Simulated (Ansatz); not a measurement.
## Pb under changes of volume

One of the cells (40.672 Å³/atom); the others are scaled copies at fixed shape and fractional positions:

```xyz
2
Lattice="0.0000 3.4390 3.4390 3.4390 0.0000 3.4390 3.4390 3.4390 0.0000" Properties=species:S:1:pos:R:3 pbc="T T T"
Pb    1.7195    1.7195    1.7195
Pb    0.0000    0.0000    0.0000
```

This isn't the form of Pb at room conditions, which is fcc.

```yaml
Program: Ansatz 0.2.0
Functional: PBE0
Potentials_or_basis: Ansatz PAW
Cutoff: "420 eV (not typed: the program's choice for these potentials)"
k_mesh: 4 × 4 × 4
Occupations: fermi-dirac, width 0.05 eV
Spin: no spin polarisation
```

```csv
volume (Å³/atom),energy over the lowest point (meV/atom),pressure (GPa)
38.232,41.47,3.7
39.045,25.16,2.8
39.859,?,?
40.672,5.44,1.2
41.486,1.12,0.5
42.299,0.00,-0.1
43.112,1.71,-0.6
```

Problem. What does the run at 39.859 Å³/atom give?

Solution. Energy over the lowest point 13.30 meV/atom; pressure 1.9 GPa.

Worked out: A Birch-Murnaghan fit of order 3 (a polynomial in V^(-2/3)) to the other rows has its minimum at 42.20 Å³/atom with B0 = V·E''(V) = 29 GPa and B' = 4.8. It gives 13.30 meV/atom at 39.859 Å³/atom, against the run's 13.30, and -dE/dV = 1.9 GPa, against 1.9.

Energies are extrapolated to zero smearing.

Caveats: all runs use coarse meshes; the PAW data sets come from PBE, with cores solved anew for the run's functional, which leaves a small shift of forces and pressure; the thresholds are loose for stress.
